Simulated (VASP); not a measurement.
# Tc (P6_3/mmc) in VASP: notebook

Runs on Tc. Level: PBE. Tasks: single point.

All numbers are computed with VASP 6.6.1; they aren't measurements. Logs are shortened: lines on timing, memory, paths and dates and some standing lists are left out, and cuts for length are marked.

## (1) Starting point

Symmetry: P6_3/mmc, No. 194, hexagonal system. Conventional cell: a = 2.740 Å, b = 2.740 Å, c = 4.398 Å, α = 90.00°, β = 90.00°, γ = 120.00°. Tc (site symmetry -6m2) has 12 Tc at 2.71 to 2.74 Å as nearest neighbours.

## (2) Single point, PBE

Input file INCAR:

```
SYSTEM = Tc
PREC     = Accurate       ! precision mode
ENCUT    = 450            ! plane-wave cutoff, eV
EDIFF    = 1E-6           ! SCF threshold, eV
ISMEAR   = -1             ! smearing method
SIGMA    = 0.1            ! smearing width, eV
LREAL    = .False.        ! projectors in reciprocal space
LASPH    = .True.         ! aspherical terms in the spheres
NELM     = 100            ! most SCF steps
ALGO     = Normal         ! electronic algorithm
ISIF     = 2              ! what is computed and relaxed
LWAVE    = .False.        ! write WAVECAR
LCHARG   = .False.        ! write CHGCAR
GGA      = PE             ! functional
ADDGRID  = .False.
```

Input file KPOINTS:

```
regular mesh
0
Gamma
  12 12 6
  0 0 0
```

Input file POSCAR:

```
Tc
1.0
    2.7400000000      0.0000000000      0.0000000000
   -1.3700000000      2.3729096064      0.0000000000
    0.0000000000      0.0000000000      4.3980000000
Tc
2
Direct
    0.6666666667      0.3333333333      0.7500000000
    0.3333333333      0.6666666667      0.2500000000
```

Potentials or basis: VASP PAW PBE potentials, release 64 (Tc_pv).

Run with:

```
$ cat potpaw_PBE.64/Tc_pv/POTCAR > POTCAR
$ mpirun -np 1 vasp_std > vasp.out
```

OUTCAR:

```text
SYSTEM = Tc
   PREC = Accurate
   ENCUT = 450
   EDIFF = 1E-6
   ISMEAR = -1
   LREAL = .False.
   LASPH = .True.
   NELM = 100
   ISIF = 2
   GGA = PE

 Found     76 irreducible k-points:

 Following reciprocal coordinates:
            Coordinates               Weight
  0.000000  0.000000  0.000000      1.000000
  0.083333  0.000000  0.000000      6.000000
  0.166667 -0.000000  0.000000      6.000000
  0.250000 -0.000000  0.000000      6.000000
  0.333333 -0.000000  0.000000      6.000000
  0.416667  0.000000  0.000000      6.000000
   k-points           NKPTS =     76   k-points in BZ     NKDIM =     76   number of bands    NBANDS=     17
   number of dos      NEDOS =    301   number of ions     NIONS =      2
   total plane-waves  NPLWV =  12000
   dimension x,y,z NGX =    20 NGY =   20 NGZ =   30
   dimension x,y,z NGXF=    40 NGYF=   40 NGZF=   60
   ions per type =               2
   NGX,Y,Z   is equivalent  to a cutoff of  12.13, 12.13, 11.34 a.u.
   NGXF,Y,Z  is equivalent  to a cutoff of  24.27, 24.27, 22.68 a.u.
 SYSTEM =  Tc
   PREC   = accura    normal or accurate (medium, high low for compatibility)
   ISTART =      0    job   : 0-new  1-cont  2-samecut
   ICHARG =      2    charge: 1-file 2-atom 10-const
   ISPIN  =      1    spin polarized calculation?
   LNONCOLLINEAR =      F non collinear calculations
   LSORBIT =      F    spin-orbit coupling
   LASPH  =      T    aspherical Exc in radial PAW
   ENCUT  =  450.0 eV  33.07 Ry    5.75 a.u.   4.74  4.74  7.61*2*pi/ulx,y,z
   NELM   =    100;   NELMIN=  2; NELMDL= -5     # of ELM steps
   EDIFF  = 0.1E-05   stopping-criterion for ELM
   LREAL  =      F    real-space projection
   EDIFFG = 0.1E-04   stopping-criterion for IOM
   NSW    =      0    number of steps for IOM
   IBRION =     -1    ionic relax: 0-MD 1-quasi-New 2-CG
   NFREE  =      0    steps in history (QN), initial steepest desc. (CG)
   ISIF   =      2    stress and relaxation
   ISYM   =      2    0-nonsym 1-usesym 2-fastsym
   POTIM  = 0.5000    time-step for ionic-motion
   TEBEG  =    0.0;   TEEND  =   0.0 temperature during run
   PSTRESS=    0.0 pullay stress
   NELECT =      26.0000    total number of electrons
   NUPDOWN=      -1.0000    fix difference up-down
   EMIN   =  10.00;   EMAX   =-10.00  energy-range for DOS
   EFERMI =   0.00;   METHOD = LEGACY
   ISMEAR =    -1;   SIGMA  =   0.10  broadening in eV -4-tet -1-fermi 0-gaus
   EFERMI_NEDOS =   21; number of points for ismear=-14 and -15
   IALGO  =     38    algorithm
   IMIX   =      4    mixing-type and parameters
     AMIX     =   0.40;   BMIX     =  1.00
     AMIX_MAG =   1.60;   BMIX_MAG =  1.00
  volume/ion in A,a.u.               =      14.30        96.48
  Fermi-wavevector in a.u.,A,eV,Ry     =   1.586002  2.997108 34.224109  2.515401
  Thomas-Fermi vector in A             =   2.685380
   LORBIT       =      0    0 simple, 1 ext, 2 COOP (PROOUT), +10 PAW based schemes
   GGA     = PE    functional components
   LHFCALC =     F    Hartree Fock is set to
   AEXX    =    0.0000 exact exchange contribution
   IVDW    =     0    specifies the selected vdW correction
   LEPSILON=     F    determine dielectric tensor
   LRPA    =     F    only Hartree local field effects (RPA)
 non-spin polarized calculation
  energy-cutoff  :      450.00
  volume of cell :       28.59
 maximum number of plane-waves:       640
 NGX is ok and might be reduce to    20
   NGX =  9   NGY =  9   NGZ = 15

 number of electron      25.9999997 magnetization

 Free energy of the ion-electron system (eV)
  ---------------------------------------------------
  ext. energy  EPLUGINS =         0.00000000
  ---------------------------------------------------
  free energy    TOTEN  =       -20.72805313 eV

  energy without entropy =      -20.65834874  energy(sigma->0) =      -20.69320093

 E-fermi :  12.6670     XC(G=0): -13.8021

 val. band max:       12.6431303994   @ k =   0.1667   0.0833   0.1667
 cond. band min:      12.6805364224   @ k =   0.3333  -0.0000   0.5000
 fundamental gap:      0.0374060231
 Fermi energy:        12.6669834977

 k-point     1 :       0.0000    0.0000    0.0000
  band No.  band energies     occupation
      1     -26.7796      2.00000
      2     -25.6734      2.00000
      3     -25.6734      2.00000
      4     -25.4884      2.00000
      5     -25.4884      2.00000
      6     -25.4491      2.00000
[... 9 lines left out ...]
     16      14.3331      0.00000
     17      15.2019      0.00000

 k-point     2 :       0.0833    0.0000    0.0000
  band No.  band energies     occupation
      1     -26.7513      2.00000
      2     -25.7376      2.00000
      3     -25.6945      2.00000
      4     -25.5544      2.00000
      5     -25.4973      2.00000
      6     -25.4608      2.00000
[... 9 lines left out ...]
     16      13.1777      0.01204
     17      15.3107      0.00000

 k-point     3 :       0.1667   -0.0000    0.0000
  band No.  band energies     occupation
      1     -26.6713      2.00000
      2     -25.9125      2.00000
      3     -25.7494      2.00000
      4     -25.7313      2.00000
      5     -25.5231      2.00000
      6     -25.4970      2.00000
[... 9 lines left out ...]
     16      12.6401      1.13377
     17      15.5381      0.00000

 k-point     4 :       0.2500   -0.0000    0.0000
  band No.  band energies     occupation
      1     -26.5492      2.00000
      2     -26.1500      2.00000
      3     -25.9630      2.00000
      4     -25.8210      2.00000
      5     -25.5608      2.00000
      6     -25.5576      2.00000
[... 9 lines left out ...]
     16      13.5515      0.00029
     17      15.7484      0.00000

 k-point     5 :       0.3333   -0.0000    0.0000
  band No.  band energies     occupation
      1     -26.4049      2.00000
      2     -26.3860      2.00000
      3     -26.1856      2.00000
      4     -25.8902      2.00000
      5     -25.6400      2.00000
      6     -25.6005      2.00000
[... 9 lines left out ...]
     16      14.6204      0.00000
     17      15.8893      0.00000

 k-point     6 :       0.4167    0.0000    0.0000
  band No.  band energies     occupation
      1     -26.5568      2.00000
      2     -26.3426      2.00000
      3     -26.2698      2.00000
      4     -25.9393      2.00000
      5     -25.7295      2.00000
      6     -25.6304      2.00000
[... 9 lines left out ...]
     16      15.9629      0.00000
     17      16.3472      0.00000

 [... further k-points ...]
[... 5 lines left out ...]
  --------------------------------------------------------------------------------------
  -------------------------------------------------------------------------------------
  Total        0.4120371      0.4120371      0.1344613      0.0000000      0.0000000      0.0000000
  in kB       23.0865969     23.0865969      7.5339178      0.0000000      0.0000000      0.0000000
  external PRESSURE =      17.9023705 kB  Pullay stress =       0.0000000 kB

 VOLUME and BASIS-vectors are now :
 -----------------------------------------------------------------------------
  energy-cutoff  :      450.00
  volume of cell :       28.59
      direct lattice vectors                 reciprocal lattice vectors
     2.740000000  0.000000000  0.000000000     0.364963504  0.210711777  0.000000000
    -1.370000000  2.372909606  0.000000000     0.000000000  0.421423554  0.000000000
     0.000000000  0.000000000  4.398000000     0.000000000  0.000000000  0.227376080

 POSITION                                       TOTAL-FORCE (eV/Angst)
 -----------------------------------------------------------------------------------
      1.37000      0.79097      3.29850         0.000000     -0.000000      0.000000
     -0.00000      1.58194      1.09950        -0.000000      0.000000      0.000000
 -----------------------------------------------------------------------------------
    total drift:                               -0.000000      0.000000     -0.000000

  FREE ENERGIE OF THE ION-ELECTRON SYSTEM (eV)
  ---------------------------------------------------
  free  energy   TOTEN  =       -20.7280531279 eV

  energy  without entropy=      -20.6583487381  energy(sigma->0) =      -20.69320093
```

Wall time 23 s (1 thread of AMD EPYC 7R43 (Zen 3), shared host); peak memory 0.11 GiB.

The run converged, but some of its settings lie outside the range that counts as converged, so its numbers aren't taken as properties of the crystal.

What came out:

```
Free energy            : -20.7281 eV
Pressure               : 1.8 GPa
Band gap on the k mesh : none (metal or under the smearing width)
```

## (3) Single point, PBE

Changes to INCAR since step 2:

```diff
@@ -2,5 +2,5 @@
 PREC     = Accurate       ! precision mode
-ENCUT    = 450            ! plane-wave cutoff, eV
+ENCUT    = 550            ! plane-wave cutoff, eV
 EDIFF    = 1E-6           ! SCF threshold, eV
-ISMEAR   = -1             ! smearing method
+ISMEAR   = 0              ! smearing method
 SIGMA    = 0.1            ! smearing width, eV
```

KPOINTS is that of step 2.

POSCAR is that of step 2.

Potentials or basis: VASP PAW PBE potentials, release 64 (Tc_pv).

Run with:

```
$ cat potpaw_PBE.64/Tc_pv/POTCAR > POTCAR
$ mpirun -np 1 vasp_std > vasp.out
```

It took 37 s on 1 thread of AMD EPYC 7R43 (Zen 3), shared host; peak memory 0.14 GiB.

These settings aren't checked as converged: the numbers below hold their error.

Results:

```
Free energy            : -20.7005 eV
Pressure               : 2.3 GPa
Band gap on the k mesh : none (metal or under the smearing width)
```

## (4) Single point, PBE

Changes to INCAR since step 3:

```diff
@@ -1,3 +1,3 @@
 SYSTEM = Tc
-PREC     = Accurate       ! precision mode
+PREC     = Low            ! precision mode
 ENCUT    = 550            ! plane-wave cutoff, eV
```

KPOINTS is that of step 3.

POSCAR is that of step 3.

Run with:

```
$ cat potpaw_PBE.64/Tc_pv/POTCAR > POTCAR
$ mpirun -np 1 vasp_std > vasp.out
```

Wall time 18 s (1 thread of AMD EPYC 7R43 (Zen 3), shared host); peak memory 0.1 GiB.

These settings aren't checked as converged: the numbers below hold their error.

What came out:

- Free energy: -20.6995 eV
- Pressure: 2.3 GPa
- Band gap on the k mesh: none (metal or under the smearing width)

## (5) Single point, PBE

Changes to INCAR since step 4:

```diff
@@ -1,3 +1,3 @@
 SYSTEM = Tc
-PREC     = Low            ! precision mode
+PREC     = Normal         ! precision mode
 ENCUT    = 550            ! plane-wave cutoff, eV
```

KPOINTS is that of step 4.

POSCAR is that of step 4.

Run with:

```
$ cat potpaw_PBE.64/Tc_pv/POTCAR > POTCAR
$ mpirun -np 1 vasp_std > vasp.out
```

It took 17 s on 1 thread of AMD EPYC 7R43 (Zen 3), shared host; peak memory 0.11 GiB.

These settings aren't checked as converged: the numbers below hold their error.

What came out:

```
Free energy            : -20.7005 eV
Pressure               : 2.3 GPa
Band gap on the k mesh : none (metal or under the smearing width)
```

## (6) For comparison

An earlier run on the cell as given: functional PBE; potentials or basis VASP PAW PBE potentials, release 64 (Tc_pv); cutoff 520 eV; k mesh 11 × 11 × 6; occupations fermi-dirac, width 0.05 eV; no spin polarisation.

- Pressure: 2.3 GPa
- Band gap on the k mesh: none (metal or under the smearing width)
